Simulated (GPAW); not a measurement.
# CdS (Greenockite) (P6_3mc) in GPAW: a series of runs

The runs below take CdS (Greenockite) through band structure, with revTPSS, OLYP, rSCAN, PBE.

Everything below comes from runs of GPAW 26.7.0. Logs are shortened: lines on timing, memory, paths and dates and some standing lists are left out, and cuts for length are marked. The log counts tension as positive stress, the text compression.

**What was measured.**

“Isotope dependence of band-gap energy”, 2008, arxiv:0807.2152 quotes, for a bulk crystal of CdS: band gap 2.5809 ± 0.0002 eV.

How close the calculation comes is told below.

### 1 The crystal as given

It takes space group P6_3mc (No. 186, hexagonal). Conventional cell: a = 4.150 Å, b = 4.150 Å, c = 6.737 Å, α = 90.00°, β = 90.00°, γ = 120.00°. Cd (site symmetry 3m) is surrounded by 4 S at 2.53 to 2.54 Å. S (site symmetry 3m) is surrounded by 4 Cd at 2.53 to 2.54 Å.

### 2 Band structure, revTPSS, spin-orbit coupling, no magnetisation

The input, run.py:

```python
import numpy as np
from ase.dft.bandgap import bandgap
from ase.io import read, write
from ase.units import GPa
from gpaw import GPAW, PW
from gpaw.spinorbit import soc_eigenstates

atoms = read('CdS.cif')

calc = GPAW(mode=PW(600),
            xc='MGGA_X_REVTPSS+MGGA_C_REVTPSS',
            kpts={'size': (5, 5, 3), 'gamma': True},
            occupations={'name': 'fermi-dirac', 'width': 0.05},
            nbands=31,
            convergence={'density': 1e-05, 'energy': 1e-05},
            eigensolver='davidson',
            maxiter=150,
            txt='gpaw.txt')
atoms.calc = calc
energy = atoms.get_potential_energy()
forces = atoms.get_forces()
stress = atoms.get_stress()
calc.write('gs.gpw')
write('result.traj', atoms)
print(f'Energy: {energy:.6f} eV')
print('Forces (eV/A):')
print(forces.round(4))
print('Stress (GPa):', (stress / GPa).round(3))
print('Fermi level:', round(calc.get_fermi_level(), 4), 'eV')
print(f'Gap: {bandgap(calc)[0]:.4f} eV, direct: {bandgap(calc, direct=True)[0]:.4f} eV')

path = atoms.cell.bandpath('GMKGALHA,LM,KH', npoints=100, eps=1e-4)
bs_calc = calc.fixed_density(kpts=path, symmetry='off', nbands=51,
                             convergence={'bands': 'CBM+6.0', 'eigenstates': 1e-6}, txt='bands.txt')
bs = bs_calc.band_structure()
bs.write('bs.json')
print(f'Gap on the path: {bandgap(bs_calc)[0]:.4f} eV')

soc = soc_eigenstates(bs_calc, theta=90, phi=0, ignore_xc_potential=True)
np.savetxt('soc_bands.dat', soc.eigenvalues(), fmt='%.4f')
mesh = soc_eigenstates('gs.gpw', theta=90, phi=0, ignore_xc_potential=True)
np.savetxt('soc_mesh.dat', mesh.eigenvalues(), fmt='%.4f')
print('Fermi level with spin-orbit coupling:', round(mesh.fermi_level, 4), 'eV')
```

The input, CdS.cif:

```cif
data_CdS
_cell_length_a 4.15000000
_cell_length_b 4.15000000
_cell_length_c 6.73700000
_cell_angle_alpha 90.00000000
_cell_angle_beta 90.00000000
_cell_angle_gamma 120.00000000
_space_group_name_H-M_alt 'P6_3mc'
_space_group_name_Hall 'P 6c -2c'
_space_group_IT_number 186
loop_
_space_group_symop_operation_xyz
'x,y,z'
'x-y,x,z+1/2'
'-y,x-y,z'
'-x,-y,z+1/2'
'-x+y,-x,z'
'y,-x+y,z+1/2'
'y,x,z+1/2'
'x,x-y,z'
'x-y,-y,z+1/2'
'-y,-x,z'
'-x,-x+y,z+1/2'
'-x+y,y,z'
loop_
_atom_site_label
_atom_site_type_symbol
_atom_site_symmetry_multiplicity
_atom_site_Wyckoff_symbol
_atom_site_fract_x
_atom_site_fract_y
_atom_site_fract_z
_atom_site_occupancy
Cd1 Cd 2 b 0.6666666667 0.3333333333 0.5000000000 1
S1 S 2 b 0.6666666667 0.3333333333 0.8750000000 1
```

Potentials or basis: GPAW PAW data sets (gpaw-data 1.2.1), pw.

Command:

```
$ OMP_NUM_THREADS=1 python run.py
```

gpaw.txt:

```text
__  _  _
 | _ |_)|_||  |
 |__||  | ||/\| - 26.7.0

Input parameters:
  mode=PW(ecut=600.0),
  convergence={'density': 1e-05, 'energy': 1e-05},
  eigensolver=Davidson(niter=2),
  kpts=MonkhorstPack(size=(5, 5, 3), gamma=True),
  maxiter=150,
  nbands=31,
  occupations=Occupations(name='fermi-dirac', width=0.05),
  xc=XC(name='MGGA_X_REVTPSS+MGGA_C_REVTPSS')

Diagonalizing LCAO Hamiltonian
Converting LCAO to pw mode

            S

            Cd
        S

        Cd

Atoms  # Å, Bohr magnetons
|   | symbol |        x |        y |        z |    initial magnetic moments |
|---|--------|----------|----------|----------|-----------------------------|
| 0 |     Cd | 2.075000 | 1.198002 | 3.368500 | ( 0.0000,  0.0000,  0.0000) |
| 1 |     Cd | 0.000000 | 2.396004 | 0.000000 | ( 0.0000,  0.0000,  0.0000) |
| 2 |      S | 2.075000 | 1.198002 | 5.894875 | ( 0.0000,  0.0000,  0.0000) |
| 3 |      S | 0.000000 | 2.396004 | 2.526375 | ( 0.0000,  0.0000,  0.0000) |

Unit cell  # Å
| periodic |         x |        y |        z |  lengths |     angles |
|----------|-----------|----------|----------|----------|------------|
|      yes |  4.150000 | 0.000000 | 0.000000 | 4.150000 |  90.000000 |
|      yes | -2.075000 | 3.594005 | 0.000000 | 4.150000 |  90.000000 |
|      yes |  0.000000 | 0.000000 | 6.737000 | 6.737000 | 120.000000 |

Number of symmetries: 6
Symmetry operations  # r_c * U_cc + t_c -> r_c
|   | kind |            matrix            |
|---|------|------------------------------|
| 0 |  σ   |  1, 1, 0,  0,-1, 0,  0, 0, 1 |
| 1 |  E   |  1, 0, 0,  0, 1, 0,  0, 0, 1 |
| 2 |  C3  |  0, 1, 0, -1,-1, 0,  0, 0, 1 |
| 3 |  σ   |  0,-1, 0, -1, 0, 0,  0, 0, 1 |
| 4 |  σ   | -1, 0, 0,  1, 1, 0,  0, 0, 1 |
| 5 |  C3  | -1,-1, 0,  1, 0, 0,  0, 0, 1 |

BZ-sampling:
  Number of BZ points: 75
  Number of IBZ points: 12

  Monkhorst-Pack size: [5, 5, 3]
  Monkhorst-Pack shift: [0, 0, 0]

K-points  # in reciprocal-cell coordinates
|     |                                coordinates |     weight |
|-----|--------------------------------------------|------------|
|   0 | (  0.00000000,   0.00000000,   0.00000000) | 0.01333333 |
|   1 | (  0.00000000,   0.00000000,   0.33333333) | 0.02666667 |
|   2 | (  0.20000000,   0.00000000,  -0.33333333) | 0.08000000 |
|   3 | (  0.20000000,   0.00000000,   0.00000000) | 0.08000000 |
|   4 | (  0.20000000,   0.00000000,   0.33333333) | 0.08000000 |
|   5 | (  0.40000000,  -0.20000000,   0.00000000) | 0.08000000 |
|   6 | (  0.40000000,  -0.20000000,   0.33333333) | 0.16000000 |
|   7 | (  0.40000000,   0.00000000,  -0.33333333) | 0.08000000 |
|   8 | (  0.40000000,   0.00000000,   0.00000000) | 0.08000000 |
|   9 | (  0.40000000,   0.00000000,   0.33333333) | 0.08000000 |
| ... |                                            |            |
|  11 | (  0.40000000,   0.40000000,   0.33333333) | 0.16000000 |

Plane wave coefficients: 3372
Cutoff: 600.0 eV

Spin-components: 1 (collinear spins)
Bands:           31
Projectors:      22
Spin-degeneracy: 2
Datatype:        complex128

Parallelization:
  kpt:    1
  domain: 1
  band:   1

Density:
  Valence electrons: 36.0
  Components: 1
  Grid points: [24 24 40]
  Charge: 0.0  # |e|

Potential:
  Grid points: [24 24 40]

species:
  Cd:
    name:    Cadmium
    Z:       48.0
    valence: 12
    core:    36
    charge:  0.0  # [|e|]
    compensation charges:
      type: gauss
      rc: 0.38  # [Å]
      lmax: 2
    cutoffs:
      filter: 2.12  # [Å]
      core: 2.62  # [Å]
    projectors
    | kind |    occ | energy [eV] | rcut [Å] |
    |------|--------|-------------|----------|
    |   5s |  2.000 |      -5.655 |    1.191 |
    |   5p |  0.000 |      -1.186 |    1.228 |
    |   4d | 10.000 |     -11.739 |    1.164 |
    |    s |        |      21.556 |    1.191 |
    |    p |        |      26.026 |    1.228 |
    |    d |        |      15.473 |    1.164 |

    Using partial waves for Cd as LCAO basis

  S:
    name:    Sulfur
    Z:       16.0
    valence: 6
    core:    10
    charge:  0.0  # [|e|]
    compensation charges:
      type: gauss
      rc: 0.24  # [Å]
      lmax: 2
    cutoffs:
      filter: 1.77  # [Å]
      core: 1.66  # [Å]
    projectors
    | kind |    occ | energy [eV] | rcut [Å] |
    |------|--------|-------------|----------|
    |   3s |  2.000 |     -17.254 |    0.974 |
    |   3p |  4.000 |      -7.008 |    0.979 |
    |    s |        |       9.957 |    0.974 |
    |    p |        |      20.203 |    0.979 |
    |    d |        |       0.000 |    0.900 |

    Using partial waves for S as LCAO basis

Reference energy: -326061.476468  # eV

eigensolver:
  Davidson
  Converge bands: occupied
  niter=2

density mixing:
  MSR1-Mixer
  Pratt-step length: 0.05
  Maximum mixing coefficient: 0.75
  Old densities: 10
  SVD Regularization: 0.005
  Good broyden scale: 1.0
  Trust region scale: 1.0
  Backstep threshold: 4.0
  History deletion threshold: 6.0
  Fourier metric: weight=20.0, sigma=0.015

occupation numbers:
  Fermi-Dirac:
    width: 0.0500  # eV

poisson solver:
  ecut: 4800.0  # eV

xc functional:
  name: MGGA_X_REVTPSS+MGGA_C_REVTPSS with 2 nearest neighbor stencil

convergence criteria:
- Maximum integral of absolute [dens]ity change: 1e-05 electrons / valence electron
- Maximum [total energy] change in last 3 cyles: 1e-05 eV / valence electron
- Maximum integral of absolute [eigenst]ate change: 4e-08 eV^2 / valence electron
maximum number of iterations: 150

SCF iterations
|iter     | |      energy | eigst |  dens |
|---------|-|-------------|-------|-------|
|iter:   1| |  148.942685 | +1.60 |       |
|iter:   2| |   27.013378 | +0.89 | -0.71 |
|iter:   3| |   23.230482 | -0.66 | -1.11 |
|iter:   4| |   24.116731 | -2.01 | -1.09 |
|iter:   5| |   24.485382 | -1.61 | -1.27 |
|iter:   6| |   24.172255 | -1.68 | -1.52 |
|iter:   7| |   24.239245 | -3.35 | -1.48 |
|iter:   8| |   24.448982 | -2.42 | -1.50 |
|iter:   9| |   24.424920 | -3.67 | -1.74 |
|iter:  10| |   24.443833 | -3.86 | -1.79 |
|iter:  11| |   24.446435 | -4.25 | -1.90 |
|iter:  12| |   24.465219 | -3.13 | -1.98 |
|iter:  13| |   24.462938 | -3.98 | -2.45 |
|iter:  14| |   24.462842 | -5.23 | -3.39 |
|iter:  15| |   24.462821c| -5.88 | -3.72 |
|iter:  16| |   24.462822c| -7.10 | -4.35 |
|iter:  17| |   24.462821c| -7.89c| -4.88 |
|iter:  18| |   24.462821c| -8.78c| -5.25c|

Converged in 18 steps
Energy contributions relative to reference atoms: (reference = -326061.476468)

Energy contributions:
  Kinetic:          34.364828
  Coulomb:         -31.108587
  Zero:              0.311534
  External:          0.000000
  Xc:               20.895046
  Entropy:          -0.000000
  Spinorbit:         0.000000
  ----------------------------
  Free energy:      24.462821
  Extrapolated:     24.462821

dipole moment: (-0.000006, -0.000018, -18.963050)  # |e|*Ang

Fermi level: 4.071
Eigenvalues  # (at kpt = [0.000, 0.000, 0.000])
| band index |      eig [eV] | occ [0-2] |
|------------|---------------|-----------|
|          0 |        -9.211 |     2.000 |
|        ... |               |           |
|         10 |        -3.702 |     2.000 |
|         11 |        -3.369 |     2.000 |
|         12 |        -0.997 |     2.000 |
|         13 |         2.615 |     2.000 |
|         14 |         2.615 |     2.000 |
|         15 |         3.350 |     2.000 |
|         16 |         3.392 |     2.000 |
|         17 |         3.392 |     2.000 |
|         18 |         4.704 |     0.000 |
|         19 |         6.323 |     0.000 |
|         20 |        10.028 |     0.000 |
|         21 |        10.028 |     0.000 |
|         22 |        10.357 |     0.000 |
|         23 |        11.131 |     0.000 |
|         24 |        11.131 |     0.000 |
|         25 |        11.152 |     0.000 |
|        ... |               |           |
|         30 |        15.429 |     0.000 |

Gap: 1.311 eV
Transition (v -> c):
  (s=0, k=0, n=17, [0.00, 0.00, 0.00]) -> (s=0, k=0, n=18, [0.00, 0.00, 0.00])
No difference between direct/indirect transitions

Forces  # eV/Ang
|       x |       y |        z |
|---------|---------|----------|
| 0.00000 | 0.00000 | -0.07196 |  # Cd   0
| 0.00000 | 0.00000 | -0.07169 |  # Cd   1
| 0.00000 | 0.00000 |  0.07190 |  # S    2
| 0.00000 | 0.00000 |  0.07146 |  # S    3

Stress tensor  # eV/Ang^3
|         x |         y |         z |
|-----------|-----------|-----------|
| -0.004122 |  0.000000 |  0.000000 |
|  0.000000 | -0.004122 |  0.000000 |
|  0.000000 |  0.000000 | -0.006729 |

# Writing to gs.gpw (mode='')
```

It took 8.6 min on 1 thread of Intel Xeon Platinum 8175M at 2.50GHz (Skylake/Cascade Lake), shared host; peak memory 0.74 GiB.

What came out:

* Free energy: 24.4628 eV
* Pressure: 0.8 GPa
* Largest force: 0.072 eV/Å
* Band gap on the k mesh: 1.30 eV, direct
* Band gap along the path: 1.30 eV, direct

Forces in eV/Å, atoms in the order of the input:
```
Cd   0.000  0.000 -0.072
Cd   0.000  0.000 -0.072
S    0.000  0.000  0.072
S    0.000  0.000  0.071
```

Stress tensor (GPa, compression positive):
```
0.66 0.00 0.00
0.00 0.66 0.00
0.00 0.00 1.08
```

Levels at the corners of the path, in eV from the valence-band top:
| point | band 32 | band 33 | band 34 | band 35 | band 36 | band 37 | band 38 | band 39 | band 40 | band 41 |
| --- | --- | --- | --- | --- | --- | --- | --- | --- | --- | --- |
| Γ | -0.06 | -0.01 | -0.01 | 0.00 | 0.00 | 1.30 | 1.30 | 2.92 | 2.92 | 6.40 |
| M | -1.92 | -1.33 | -1.33 | -0.76 | -0.76 | 3.83 | 3.83 | 3.99 | 3.99 | 5.15 |
| K | -1.89 | -1.89 | -1.85 | -1.64 | -1.64 | 4.67 | 4.67 | 5.21 | 5.25 | 5.26 |
| Γ | -0.06 | -0.01 | -0.01 | 0.00 | 0.00 | 1.30 | 1.30 | 2.92 | 2.92 | 6.40 |
| A | -0.43 | -0.40 | -0.40 | -0.40 | -0.40 | 2.96 | 2.96 | 2.96 | 2.96 | 6.24 |
| L | -1.38 | -1.34 | -1.34 | -1.34 | -1.34 | 3.58 | 3.58 | 3.58 | 3.58 | 5.49 |
| H | -2.43 | -1.15 | -1.15 | -1.14 | -1.14 | 4.51 | 4.51 | 4.55 | 4.55 | 6.10 |
| A | -0.43 | -0.40 | -0.40 | -0.40 | -0.40 | 2.96 | 2.96 | 2.96 | 2.96 | 6.24 |
| L | -1.38 | -1.34 | -1.34 | -1.34 | -1.34 | 3.58 | 3.58 | 3.58 | 3.58 | 5.49 |
| M | -1.92 | -1.33 | -1.33 | -0.76 | -0.76 | 3.83 | 3.83 | 3.99 | 3.99 | 5.15 |
| K | -1.89 | -1.89 | -1.85 | -1.64 | -1.64 | 4.67 | 4.67 | 5.21 | 5.25 | 5.26 |
| H | -2.43 | -1.15 | -1.15 | -1.14 | -1.14 | 4.51 | 4.51 | 4.55 | 4.55 | 6.10 |

Caveat: spin-orbit coupling was added after a scalar SCF, so levels and gaps hold it while energy, forces, pressure and moments don't; this program's spin-orbit splittings come out too wide for heavy elements; the PAW data sets were made with another functional, which shifts forces and pressure a little.

### 3 Band structure, OLYP, spin-orbit coupling, no magnetisation

Changes to run.py since step 2:

```diff
@@ -4,4 +4,6 @@
 from ase.units import GPa
-from gpaw import GPAW, PW
+from gpaw import GPAW, PW, setup_paths
 from gpaw.spinorbit import soc_eigenstates
+
+setup_paths.insert(0, '.')
 
@@ -10,3 +12,3 @@
 calc = GPAW(mode=PW(600),
-            xc='MGGA_X_REVTPSS+MGGA_C_REVTPSS',
+            xc='GGA_X_OPTX+GGA_C_LYP',
             kpts={'size': (5, 5, 3), 'gamma': True},
@@ -31,3 +33,3 @@
 
-path = atoms.cell.bandpath('GMKGALHA,LM,KH', npoints=100, eps=1e-4)
+path = atoms.cell.bandpath('GMKGALHA,LM,KH', npoints=60, eps=1e-4)
 bs_calc = calc.fixed_density(kpts=path, symmetry='off', nbands=51,
@@ -38,5 +40,5 @@
 
-soc = soc_eigenstates(bs_calc, theta=90, phi=0, ignore_xc_potential=True)
+soc = soc_eigenstates(bs_calc, theta=90, phi=0)
 np.savetxt('soc_bands.dat', soc.eigenvalues(), fmt='%.4f')
-mesh = soc_eigenstates('gs.gpw', theta=90, phi=0, ignore_xc_potential=True)
+mesh = soc_eigenstates('gs.gpw', theta=90, phi=0)
 np.savetxt('soc_mesh.dat', mesh.eigenvalues(), fmt='%.4f')
```

The input, CdS.cif:

```cif
data_CdS
_cell_length_a 4.15000000
_cell_length_b 4.15000000
_cell_length_c 6.73700000
_cell_angle_alpha 90.00000000
_cell_angle_beta 90.00000000
_cell_angle_gamma 120.00000000
_space_group_name_H-M_alt 'P1'
_space_group_name_Hall 'P 1'
_space_group_IT_number 1
loop_
_space_group_symop_operation_xyz
'x,y,z'
loop_
_atom_site_label
_atom_site_type_symbol
_atom_site_symmetry_multiplicity
_atom_site_Wyckoff_symbol
_atom_site_fract_x
_atom_site_fract_y
_atom_site_fract_z
_atom_site_occupancy
Cd1 Cd 1 a 0.6666666667 0.3333333333 0.5000000000 1
Cd2 Cd 1 a 0.3333333333 0.6666666667 0.0000000000 1
S1 S 1 a 0.6666666667 0.3333333333 0.8750000000 1
S2 S 1 a 0.3333333333 0.6666666667 0.3750000000 1
```

Potentials or basis: PAW data sets generated in the run's folder for this functional, pw.

Command:

```
$ gpaw-setup -f GGA_X_OPTX+GGA_C_LYP Cd S
$ OMP_NUM_THREADS=1 python run.py
```

Run time: 1.8 min. Hardware: 1 thread of Intel Xeon Platinum 8175M at 2.50GHz (Skylake/Cascade Lake), shared host; peak memory 0.47 GiB.

Results (log left out):

- Free energy: -10.3910 eV
- Pressure: 3.9 GPa
- Largest force: 0.065 eV/Å
- Band gap on the k mesh: 1.66 eV, direct
- Band gap along the path: 1.66 eV, direct

Forces on the atoms (eV/Å):
```
Cd   0.000  0.000 -0.065
Cd   0.000  0.000 -0.065
S    0.000  0.000  0.065
S    0.000  0.000  0.065
```

Stress tensor (GPa, compression positive):
```
3.70 0.00 0.00
0.00 3.70 0.00
0.00 0.00 4.30
```

Levels at the corners of the path, in eV from the valence-band top:
```
point  band 32  band 33  band 34  band 35  band 36  band 37  band 38  band 39  band 40  band 41
    Γ    -0.06    -0.01    -0.01     0.00     0.00     1.66     1.66     3.13     3.13     6.44
    M    -1.79    -1.21    -1.21    -0.72    -0.72     3.99     3.99     4.24     4.24     5.56
    K    -1.74    -1.74    -1.71    -1.52    -1.52     5.19     5.19     5.19     5.23     5.24
    Γ    -0.06    -0.01    -0.01     0.00     0.00     1.66     1.66     3.13     3.13     6.44
    A    -0.41    -0.38    -0.38    -0.38    -0.38     3.19     3.19     3.19     3.19     6.54
    L    -1.30    -1.26    -1.26    -1.26    -1.26     3.87     3.87     3.87     3.87     5.70
    H    -2.23    -1.09    -1.09    -1.08    -1.08     4.62     4.62     4.67     4.67     6.57
    A    -0.41    -0.38    -0.38    -0.38    -0.38     3.19     3.19     3.19     3.19     6.54
    L    -1.30    -1.26    -1.26    -1.26    -1.26     3.87     3.87     3.87     3.87     5.70
    M    -1.79    -1.21    -1.21    -0.72    -0.72     3.99     3.99     4.24     4.24     5.56
    K    -1.74    -1.74    -1.71    -1.52    -1.52     5.19     5.19     5.19     5.23     5.24
    H    -2.23    -1.09    -1.09    -1.08    -1.08     4.62     4.62     4.67     4.67     6.57
```

Caveat: spin-orbit coupling was added after a scalar SCF, so levels and gaps hold it while energy, forces, pressure and moments don't; this program's spin-orbit splittings come out too wide for heavy elements.

(Part 1 of 2 ends here.)
